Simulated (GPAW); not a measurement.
# MnO2 (P-3m1) in GPAW: dielectric tensor with PBE

Aim: the dielectric tensor of MnO2 with PBE.

Everything below comes from runs of GPAW 26.7.0. Logs are shortened: lines on timing, memory, paths and dates and some standing lists are left out, and cuts for length are marked. The log counts tension as positive stress, the text compression.

**1. Starting point**

The structure is trigonal, space group P-3m1 (No. 164). The conventional cell has a = 2.857 Å, b = 2.857 Å, c = 4.601 Å, α = 90.00°, β = 90.00°, γ = 120.00°. Around Mn (site symmetry -3m) lie 6 O at 1.90 Å. Around O (site symmetry 3m) lie 3 Mn at 1.90 Å.

Measurements of this composition are mostly on another form, of space group No. 136.

**2. Dielectric tensor, PBE, collinear spin, ferromagnetic start**

run.py

```python
import numpy as np
from ase import Atoms
from ase.dft.bandgap import bandgap
from ase.io import write
from gpaw import GPAW, PW
from gpaw.response.df import DielectricFunction

atoms = Atoms(['Mn', 'O', 'O'],
              cell=[[2.8565781804, 0.0, 0.0],
                    [-1.4282890902, 2.4738692722, 0.0],
                    [0.0, 0.0, 4.6013740589]],
              scaled_positions=[[0.0, 0.0, 0.5],
                                [0.3333333333, 0.6666666667, 0.70629257],
                                [0.6666666667, 0.3333333333, 0.29370743]],
              pbc=True)
atoms.set_initial_magnetic_moments([5.0, 0.0, 0.0])

calc = GPAW(mode=PW(600),
            xc='PBE',
            kpts={'size': (9, 9, 5), 'gamma': True},
            occupations={'name': 'fermi-dirac', 'width': 0.001},
            nbands=26,
            convergence={'density': 0.0001},
            maxiter=150,
            txt='gpaw.txt')
atoms.calc = calc
energy = atoms.get_potential_energy()
calc.write('gs.gpw')
write('result.traj', atoms)
print(f'Energy: {energy:.6f} eV')
print('Moments:', calc.get_magnetic_moments().round(3))
print('Fermi level:', round(calc.get_fermi_level(), 4), 'eV')
print(f'Gap: {bandgap(calc)[0]:.4f} eV, direct: {bandgap(calc, direct=True)[0]:.4f} eV')

for size in [(12, 12, 7), (17, 17, 9)]:
    name = 'x'.join(str(n) for n in size)
    dense = calc.fixed_density(kpts={'size': size, 'gamma': True},
                               nbands=50, convergence={'bands': 44, 'eigenstates': 1e-7},
                               update_fermi_level=True, txt=f'dense-{name}.txt')
    dense.write(f'{name}.gpw', mode='all')
    df = DielectricFunction(f'{name}.gpw', frequencies=np.array([0.0]), hilbert=False, eta=0.001,
                            ecut=80, nbands=44, intraband=False, txt=f'df-{name}.txt')
    for xc in ['RPA']:
        for direction in ['x', 'y', 'z', [0, 1, 1], [1, 0, 1], [1, 1, 0]]:
            e0, e = df.get_macroscopic_dielectric_constant(xc=xc, direction=direction)
            print(f'{name} {xc} {direction}: {e0:.4f} without, {e:.4f} with local fields')
```

Potentials or basis: GPAW PAW data sets (gpaw-data 1.2.1), pw.

Command:

```console
OMP_NUM_THREADS=1 python run.py
```

gpaw.txt:

```text
__  _  _
 | _ |_)|_||  |
 |__||  | ||/\| - 26.7.0

Input parameters:
  mode=PW(ecut=600.0),
  convergence={'density': 0.0001},
  kpts=MonkhorstPack(size=(9, 9, 5), gamma=True),
  maxiter=150,
  nbands=26,
  occupations=Occupations(name='fermi-dirac', width=0.001),
  xc=XC(name='PBE')

Diagonalizing LCAO Hamiltonian
Converting LCAO to pw mode

        O

       Mn
           O

Atoms  # Å, Bohr magnetons
|   | symbol |         x |        y |        z |    initial magnetic moments |
|---|--------|-----------|----------|----------|-----------------------------|
| 0 |     Mn |  0.000000 | 0.000000 | 2.300687 | ( 0.0000,  0.0000,  5.0000) |
| 1 |      O | -0.000000 | 1.649246 | 3.249916 | ( 0.0000,  0.0000,  0.0000) |
| 2 |      O |  1.428289 | 0.824623 | 1.351458 | ( 0.0000,  0.0000,  0.0000) |

Unit cell  # Å
| periodic |         x |        y |        z |  lengths |     angles |
|----------|-----------|----------|----------|----------|------------|
|      yes |  2.856578 | 0.000000 | 0.000000 | 2.856578 |  90.000000 |
|      yes | -1.428289 | 2.473869 | 0.000000 | 2.856578 |  90.000000 |
|      yes |  0.000000 | 0.000000 | 4.601374 | 4.601374 | 120.000000 |

Number of symmetries: 12
Symmetry operations  # r_c * U_cc + t_c -> r_c
|    | kind |            matrix            |
|----|------|------------------------------|
|  0 |  σ   |  1, 1, 0,  0,-1, 0,  0, 0, 1 |
|  1 |  S6  |  1, 1, 0, -1, 0, 0,  0, 0,-1 |
|  2 |  E   |  1, 0, 0,  0, 1, 0,  0, 0, 1 |
|  3 |  C2  |  1, 0, 0, -1,-1, 0,  0, 0,-1 |
|  4 |  C2  |  0, 1, 0,  1, 0, 0,  0, 0,-1 |
|  5 |  C3  |  0, 1, 0, -1,-1, 0,  0, 0, 1 |
|  6 |  S6  |  0,-1, 0,  1, 1, 0,  0, 0,-1 |
|  7 |  σ   |  0,-1, 0, -1, 0, 0,  0, 0, 1 |
|  8 |  σ   | -1, 0, 0,  1, 1, 0,  0, 0, 1 |
|  9 |  i   | -1, 0, 0,  0,-1, 0,  0, 0,-1 |
| 10 |  C3  | -1,-1, 0,  1, 0, 0,  0, 0, 1 |
| 11 |  C2  | -1,-1, 0,  0, 1, 0,  0, 0,-1 |

BZ-sampling:
  Number of BZ points: 405
  Number of IBZ points: 50

  Monkhorst-Pack size: [9, 9, 5]
  Monkhorst-Pack shift: [0, 0, 0]

K-points  # in reciprocal-cell coordinates
|     |                                coordinates |     weight |
|-----|--------------------------------------------|------------|
|   0 | (  0.00000000,   0.00000000,   0.00000000) | 0.00246914 |
|   1 | (  0.00000000,   0.00000000,   0.20000000) | 0.00493827 |
|   2 | (  0.00000000,   0.00000000,   0.40000000) | 0.00493827 |
|   3 | (  0.11111111,   0.00000000,  -0.40000000) | 0.01481481 |
|   4 | (  0.11111111,   0.00000000,  -0.20000000) | 0.01481481 |
|   5 | (  0.11111111,   0.00000000,   0.00000000) | 0.01481481 |
|   6 | (  0.11111111,   0.00000000,   0.20000000) | 0.01481481 |
|   7 | (  0.11111111,   0.00000000,   0.40000000) | 0.01481481 |
|   8 | (  0.22222222,  -0.11111111,   0.00000000) | 0.01481481 |
|   9 | (  0.22222222,  -0.11111111,   0.20000000) | 0.02962963 |
| ... |                                            |            |
|  49 | (  0.44444444,   0.44444444,   0.40000000) | 0.02962963 |

Plane wave coefficients: 1098
Cutoff: 600.0 eV

Spin-components: 2 (collinear spins)
Bands:           26
Projectors:      16
Spin-degeneracy: 1
Datatype:        complex128

Parallelization:
  kpt:    1
  domain: 1
  band:   1

Density:
  Valence electrons: 27.0
  Components: 2
  Grid points: [18 18 27]
  Charge: 0.0  # |e|

Potential:
  Grid points: [18 18 27]

species:
  Mn:
    name:    Manganese
    Z:       25.0
    valence: 15
    core:    10
    charge:  0.0  # [|e|]
    compensation charges:
      type: gauss
      rc: 0.38  # [Å]
      lmax: 2
    cutoffs:
      filter: 2.14  # [Å]
      core: 0.86  # [Å]
    projectors
    | kind |    occ | energy [eV] | rcut [Å] |
    |------|--------|-------------|----------|
    |   3s |  2.000 |     -85.859 |    1.275 |
    |   4s |  2.000 |      -5.106 |    1.275 |
    |   3p |  6.000 |     -54.597 |    1.281 |
    |   4p |  0.000 |      -1.371 |    1.281 |
    |   3d |  5.000 |      -6.771 |    1.138 |
    |    d |        |      20.441 |    1.138 |

    Using partial waves for Mn as LCAO basis

  O:
    name:    Oxygen
    Z:       8.0
    valence: 6
    core:    2
    charge:  0.0  # [|e|]
    compensation charges:
      type: gauss
      rc: 0.21  # [Å]
      lmax: 2
    cutoffs:
      filter: 1.17  # [Å]
      core: 0.83  # [Å]
    projectors
    | kind |    occ | energy [eV] | rcut [Å] |
    |------|--------|-------------|----------|
    |   2s |  2.000 |     -23.961 |    0.688 |
    |   2p |  4.000 |      -9.029 |    0.598 |
    |    s |        |       3.251 |    0.688 |
    |    p |        |      18.182 |    0.598 |
    |    d |        |       0.000 |    0.619 |

    Using partial waves for O as LCAO basis

Reference energy: -35595.792675  # eV

eigensolver:
  PPCG
  Converge bands: occupied
  niter=2

density mixing:
  MSR1-Mixer
  Pratt-step length: 0.05
  Maximum mixing coefficient: 0.75
  Old densities: 10
  SVD Regularization: 0.005
  Good broyden scale: 1.0
  Trust region scale: 1.0
  Backstep threshold: 4.0
  History deletion threshold: 6.0
  Fourier metric: weight=20.0, sigma=0.015

occupation numbers:
  Fermi-Dirac:
    width: 0.0010  # eV

poisson solver:
  ecut: 4800.0  # eV

xc functional:
  name: PBE with 2 nearest neighbor stencil

convergence criteria:
- Maximum integral of absolute [dens]ity change: 0.0001 electrons / valence electron
- Maximum [total energy] change in last 3 cyles: 0.0005 eV / valence electron
- Maximum integral of absolute [eigenst]ate change: 4e-08 eV^2 / valence electron
maximum number of iterations: 150

SCF iterations
|iter     | |      energy | eigst |  dens |  magmom |
|---------|-|-------------|-------|-------|---------|
|iter:   1| |  -26.547993 | +0.12 |       |  +5.0025|
|iter:   2| |  -25.450631 | -2.10 | -0.71 |  +4.9024|
|iter:   3| |  -24.373463 | -1.68 | -0.77 |  +4.1571|
|iter:   4| |  -24.549874 | -2.71 | -1.15 |  +3.7221|
|iter:   5| |  -24.663652 | -2.71 | -1.29 |  +3.1466|
|iter:   6| |  -24.688043 | -3.33 | -1.71 |  +2.9290|
|iter:   7| |  -24.691828 | -4.49 | -2.17 |  +2.9933|
|iter:   8| |  -24.692063c| -5.03 | -2.58 |  +3.0004|
|iter:   9| |  -24.692068c| -6.45 | -3.36 |  +3.0010|
|iter:  10| |  -24.692068c| -7.17 | -3.90 |  +3.0004|
|iter:  11| |  -24.692068c| -7.64c| -4.57c|  +3.0000|

Converged in 11 steps
Energy contributions relative to reference atoms: (reference = -35595.792675)

Energy contributions:
  Kinetic:          22.114025
  Coulomb:         -23.801925
  Zero:              0.408445
  External:          0.000000
  Xc:              -23.412614
  Entropy:          -0.000000
  Spinorbit:         0.000000
  ----------------------------
  Free energy:     -24.692068
  Extrapolated:    -24.692068

dipole moment: (-3.309992, -5.733074, 0.000001)  # |e|*Ang

Total magnetic moment: (0.000000, 0.000000, 3.000045)

Local magnetic moments
|        x |        y |        z |
|----------|----------|----------|
| 0.000000 | 0.000000 | 2.813915 |  # Mn   0
| 0.000000 | 0.000000 | 0.037790 |  # O    1
| 0.000000 | 0.000000 | 0.037790 |  # O    2

Fermi level: 4.691
Eigenvalues  # (at kpt = [0.000, 0.000, 0.000])
| band index |      eig [eV] | occ [0-1] |      eig [eV] | occ [0-1] |
|------------|---------------|-----------|---------------|-----------|
|          0 |       -77.496 |     1.000 |       -74.298 |     1.000 |
|        ... |               |           |               |           |
|          6 |        -2.291 |     1.000 |        -1.416 |     1.000 |
|          7 |        -1.866 |     1.000 |        -0.990 |     1.000 |
|          8 |        -1.865 |     1.000 |        -0.990 |     1.000 |
|          9 |         1.670 |     1.000 |         2.676 |     1.000 |
|         10 |         1.677 |     1.000 |         2.676 |     1.000 |
|         11 |         2.618 |     1.000 |         3.035 |     1.000 |
|         12 |         2.618 |     1.000 |         4.929 |     0.000 |
|         13 |         2.859 |     1.000 |         4.936 |     0.000 |
|         14 |         3.722 |     1.000 |         6.567 |     0.000 |
|         15 |         7.046 |     0.000 |         8.352 |     0.000 |
|         16 |         7.047 |     0.000 |         8.352 |     0.000 |
|         17 |        11.157 |     0.000 |        11.576 |     0.000 |
|         18 |        14.393 |     0.000 |        14.968 |     0.000 |
|         19 |        18.888 |     0.000 |        19.346 |     0.000 |
|         20 |        23.593 |     0.000 |        24.397 |     0.000 |
|        ... |               |           |               |           |
|         25 |        27.679 |     0.000 |        28.594 |     0.000 |

Gap: 0.836 eV
Transition (v -> c):
  (s=0, k=3, n=14, [0.11, 0.00, -0.40]) -> (s=1, k=2, n=12, [0.00, 0.00, 0.40])
Direct/indirect transitions are different
Direct gap: 0.903 eV
Transition at: (s=0->1, k=2, n=14, [0.00, 0.00, 0.40])
# Writing to gs.gpw (mode='')
```

It took 7.1 min on 1 thread of AMD EPYC 9R45 (Zen 5), shared host; peak memory 1.1 GiB.

What came out:

- Free energy: -24.6921 eV
- Band gap on the k mesh: 0.84 eV, indirect (least direct gap 0.90 eV)
- Net moment: 3.00 μB per cell
- Site moments: Mn +2.81; O +0.04 μB
- Electronic dielectric tensor (diagonal): 7.84, 7.84, 2.79

Electronic dielectric tensor:
```
7.84 0.00 0.00
0.00 7.84 0.00
0.00 0.00 2.79
```

Caveat: the long-wavelength limit can be off by several per cent where d states take part; an odd mesh through Γ misses points on the zone boundary, where band edges often lie; a cell with one magnetic atom can't hold antiferromagnetic order, which such compounds often take.
